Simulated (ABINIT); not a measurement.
# TiCo (Pm-3m) in ABINIT: notebook

One crystal, TiCo, is run at these levels: PBEsol; tasks: single point.

Everything below comes from runs of ABINIT 10.8.3 (patched build). Logs are shortened: lines on timing, memory, paths and dates and some standing lists are left out, and cuts for length are marked. The log counts tension as positive stress, the text compression.

## Step 1: The undisturbed crystal

Symmetry: Pm-3m, No. 221, cubic system. Conventional cell: a = 2.986 Å, b = 2.986 Å, c = 2.986 Å, α = 90.00°, β = 90.00°, γ = 90.00°. Around Co (site symmetry m-3m) lie 8 Ti at 2.59 Å. Ti (site symmetry m-3m) has 8 Co at 2.59 Å as nearest neighbours.

The cell comes from a database or a generator and needn't be the stable form of this composition.

## Step 2: Single point, PBEsol, collinear spin, ferromagnetic start, 13.31 Å³/atom (shear strain of 0 %)

run.abi reads:

```
# Pseudopotentials
pp_dirpath "./"
pseudos "Co.GGA_PBE-JTH.xml, Ti.GGA_PBE-JTH.xml"

# Structure
acell 5.6429319488 5.6429319488 5.6429319488
rprim
     1.0000000000     0.0000000000     0.0000000000
     0.0000000000     1.0000000000     0.0000000000
     0.0000000000     0.0000000000     1.0000000000
ntypat 2
znucl 27 22
natom 2
typat 1 2
xred
     0.5000000000     0.5000000000     0.5000000000
     0.0000000000     0.0000000000     0.0000000000

# Plane-wave basis
ecut 26.0
pawecutdg 48.0
pawxcdev 0

# k points
kptopt 1
ngkpt 6 6 6
nshiftk 1
shiftk 0.0 0.0 0.0

# Exchange and correlation
ixc -116133

# Bands and occupations
nband 20
occopt 3
tsmear 0.05 eV

# Spin
nsppol 2
spinat
     0.0000000000     0.0000000000     2.0000000000
     0.0000000000     0.0000000000     1.0000000000

# SCF cycle
nstep 100
tolvrs 1.0e-9

# Output
iomode 3
prtwf 0
prtden 0
prteig 0
prtebands 0
enunit 2
```

Potentials or basis: JTH PAW PBE v2.0.

Command:

```bash
$ abinit run.abi > log 2>&1
```

run.abo:

```text
.Version 10.8.3 of ABINIT
 Symmetries : space group Pm -3 m (#221); Bravais cP (primitive cubic)
================================================================================
 Values of the parameters that define the memory need of the present run
     intxc =       0    ionmov =       0      iscf =      17    lmnmax =      18
     lnmax =       6     mgfft =      27  mpssoang =       3    mqgrid =    3001
     natom =       2  nloc_mem =       2    nspden =       2   nspinor =       1
    nsppol =       2      nsym =      48    n1xccc =       1    ntypat =       2
    occopt =       3   xclevel =       2
       mpw =        1155          nfft =       19683          nkpt =          20
 PAW method is used; the additional fine FFT grid is defined by:
   mgfftf=        36    nfftf =     46656
================================================================================
================================================================================

--------------------------------------------------------------------------------
------------- Echo of variables that govern the present computation ------------
--------------------------------------------------------------------------------
 -outvars: echo values of preprocessed input variables --------
            acell      5.6429319488E+00  5.6429319488E+00  5.6429319488E+00 Bohr
              amu      5.89332000E+01  4.78800000E+01
             ecut      2.60000000E+01 Hartree
           enunit           2
              ixc     -116133
         kptrlatt        6    0    0      0    6    0      0    0    6
          kptrlen      3.38575917E+01
            natom           2
            nband          20
            ngfft          27      27      27
          ngfftdg          36      36      36
             nkpt          20
           nspden           2
           nsppol           2
            nstep         100
             nsym          48
           ntypat           2
           occopt           3
        pawecutdg      4.80000000E+01 Hartree
         pawxcdev           0
           prtden           0
        prtebands           0
           prteig           0
            prtwf           0
          spgroup         221
           spinat      0.0000000000E+00  0.0000000000E+00  2.0000000000E+00
                       0.0000000000E+00  0.0000000000E+00  1.0000000000E+00
           tolvrs      1.00000000E-09
           tsmear      1.83746611E-03 Hartree
            typat      1  2
           useylm           1
           xangst      1.4930554940E+00  1.4930554940E+00  1.4930554940E+00
                       0.0000000000E+00  0.0000000000E+00  0.0000000000E+00
            xcart      2.8214659744E+00  2.8214659744E+00  2.8214659744E+00
                       0.0000000000E+00  0.0000000000E+00  0.0000000000E+00
             xred      5.0000000000E-01  5.0000000000E-01  5.0000000000E-01
                       0.0000000000E+00  0.0000000000E+00  0.0000000000E+00
[... 177 lines left out ...]
      occupation numbers for kpt#   1
   1.00000    1.00000    1.00000    1.00000    1.00000    1.00000    1.00000    1.00000
   1.00000    1.00000    1.00000    1.00000    1.00000    1.00000    0.00000    0.00000
   0.00000    0.00000    0.00000    0.00000
 prteigrs : prtvol=0 or 1, do not print more k-points.

 Eigenvalues (hartree) for nkpt=  20  k points, SPIN DOWN:
 kpt#   1, nband= 20, wtk=  0.00463, kpt=  0.0000  0.0000  0.0000 (reduced coord)
  -3.07129   -1.72701   -1.72701   -1.72701   -1.69196   -0.81741   -0.81741   -0.81741
   0.11805    0.26646    0.26646    0.35242    0.35242    0.35242    0.43293    0.43293
   0.50170    0.50170    0.50170    0.72910
      occupation numbers for kpt#   1
   1.00000    1.00000    1.00000    1.00000    1.00000    1.00000    1.00000    1.00000
   1.00000    1.00000    1.00000    1.00000    1.00000    1.00000    0.00000    0.00000
   0.00000    0.00000    0.00000    0.00000
 prteigrs : prtvol=0 or 1, do not print more k-points.

 Fermi (or HOMO) energy (eV) =  10.90464   Average Vxc (eV)= -12.14770
 Eigenvalues (   eV  ) for nkpt=  20  k points, SPIN UP:
 kpt#   1, nband= 20, wtk=  0.00463, kpt=  0.0000  0.0000  0.0000 (reduced coord)
 -83.99931  -47.40916  -47.40916  -47.40916  -45.98054  -22.18189  -22.18189  -22.18189
   3.23528    7.04622    7.04622    9.36446    9.36446    9.36446   11.61306   11.61306
  13.65712   13.65712   13.65712   19.84549
 prteigrs : prtvol=0 or 1, do not print more k-points.

 Eigenvalues (   eV  ) for nkpt=  20  k points, SPIN DOWN:
 kpt#   1, nband= 20, wtk=  0.00463, kpt=  0.0000  0.0000  0.0000 (reduced coord)
 -83.57413  -46.99442  -46.99442  -46.99442  -46.04070  -22.24285  -22.24285  -22.24285
   3.21232    7.25073    7.25073    9.58973    9.58973    9.58973   11.78050   11.78050
  13.65189   13.65189   13.65189   19.83976
 prteigrs : prtvol=0 or 1, do not print more k-points.

--- !EnergyTerms
iteration_state     : {dtset: 1, }
comment             : Components of total free energy in Hartree
kinetic             :  1.95523713303686E+01
hartree             :  5.00470293609071E+01
xc                  : -6.37276398483751E+00
Ewald energy        : -1.37848524357748E+02
psp_core            :  6.55512975133312E+00
local_psp           : -1.62212326572901E+02
PAW spherical_terms :  2.53394490212054E+01
internal            : -2.04939635451673E+02
'-kT*entropy'       : -6.94234913637513E-04
total_energy        : -2.04940329686586E+02
total_energy_eV     : -5.57671046848039E+03
...

--- !EnergyTermsDC
iteration_state     : {dtset: 1, }
comment             : '"Double-counting" decomposition of free energy'
band_energy         : -2.07962033273949E+01
Ewald energy        : -1.37848524357748E+02
psp_core            :  6.55512975133312E+00
xc_dc               : -4.86776513199964E+01
PAW spherical_terms : -4.17238598869102E+00
internal            : -2.04939635242498E+02
'-kT*entropy'       : -6.94234913637513E-04
total_energy_dc     : -2.04940329477411E+02
total_energy_dc_eV  : -5.57671046278844E+03
...

--- !EnergyTermsWithPAWCore
iteration_state     : {dtset: 1, }
comment             : 'Components of total free energy, including PAW core contributions'
Total energy        : -2.24512428713042E+03
Total energy DC     : -2.24512428692125E+03
Total energy (eV)   : -6.10929441473386E+04
Total energy DC (eV): -6.10929441416467E+04
...

 Cartesian components of stress tensor (hartree/bohr^3)
  sigma(1 1)=  2.92341382E-04  sigma(3 2)=  0.00000000E+00
  sigma(2 2)=  2.92341382E-04  sigma(3 1)=  0.00000000E+00
  sigma(3 3)=  2.92341382E-04  sigma(2 1)=  0.00000000E+00

-Cartesian components of stress tensor (GPa)         [Pressure= -8.6010E+00 GPa]
- sigma(1 1)=  8.60098041E+00  sigma(3 2)=  0.00000000E+00
- sigma(2 2)=  8.60098041E+00  sigma(3 1)=  0.00000000E+00
- sigma(3 3)=  8.60098041E+00  sigma(2 1)=  0.00000000E+00

== END DATASET(S) ==============================================================
================================================================================

 -outvars: echo values of variables after computation  --------
            acell      5.6429319488E+00  5.6429319488E+00  5.6429319488E+00 Bohr
           etotal     -2.0494032948E+02
            fcart     -0.0000000000E+00 -0.0000000000E+00 -0.0000000000E+00
                      -0.0000000000E+00 -0.0000000000E+00 -0.0000000000E+00
           strten      2.9234138216E-04  2.9234138216E-04  2.9234138216E-04
                       0.0000000000E+00  0.0000000000E+00  0.0000000000E+00
           xangst      1.4930554940E+00  1.4930554940E+00  1.4930554940E+00
                       0.0000000000E+00  0.0000000000E+00  0.0000000000E+00
             xred      5.0000000000E-01  5.0000000000E-01  5.0000000000E-01
                       0.0000000000E+00  0.0000000000E+00  0.0000000000E+00
 Calculation completed.
```

Run time: 50 s. Hardware: 1 thread of AMD EPYC 9R45 (Zen 5), shared host; peak memory 0.14 GiB.

Results:

| Item | Value |
| --- | --- |
| Free energy | -5576.7105 eV |
| Pressure | -8.6 GPa |
| Band gap on the k mesh | none (metal or under the smearing width) |
| Net moment | 0.26 μB per cell |
| Site moments | Co +0.37; Ti -0.07 μB |
| Valence electrons inside the program's atomic spheres | Co 15.59; Ti 10.19 |

Caveat: small starting moments can end in a higher magnetic state in this program; the PAW data sets were made with another functional, which shifts forces and pressure a little.

## Step 3: Single point, PBEsol, collinear spin, ferromagnetic start, 13.31 Å³/atom (shear strain of -2 %)

Changes to run.abi since step 2:

```diff
@@ -5,6 +5,6 @@
 # Structure
-acell 5.6429319488 5.6429319488 5.6429319488
+acell 5.6432140884 5.6432140884 5.6429319488
 rprim
-     1.0000000000     0.0000000000     0.0000000000
-     0.0000000000     1.0000000000     0.0000000000
+     0.9999500037    -0.0099995000     0.0000000000
+    -0.0099995000     0.9999500037     0.0000000000
      0.0000000000     0.0000000000     1.0000000000
@@ -17,2 +17,5 @@
      0.0000000000     0.0000000000     0.0000000000
+chkprim 0
+chksymtnons 0
+tolsym 1.0e-6
```

Potentials or basis: JTH PAW PBE v2.0.

Command:

```bash
$ abinit run.abi > log 2>&1
```

It took 97 s on 1 thread of AMD EPYC 9R45 (Zen 5), shared host; peak memory 0.17 GiB.

It converged, with:

| Quantity | Value |
| --- | --- |
| Free energy | -5576.7084 eV |
| Pressure | -8.6 GPa |
| Band gap on the k mesh | none (metal or under the smearing width) |
| Net moment | 0.25 μB per cell |
| Site moments | Co +0.36; Ti -0.07 μB |
| Valence electrons inside the program's atomic spheres | Co 15.58; Ti 10.20 |

Caveat: small starting moments can end in a higher magnetic state in this program; the PAW data sets were made with another functional, which shifts forces and pressure a little.
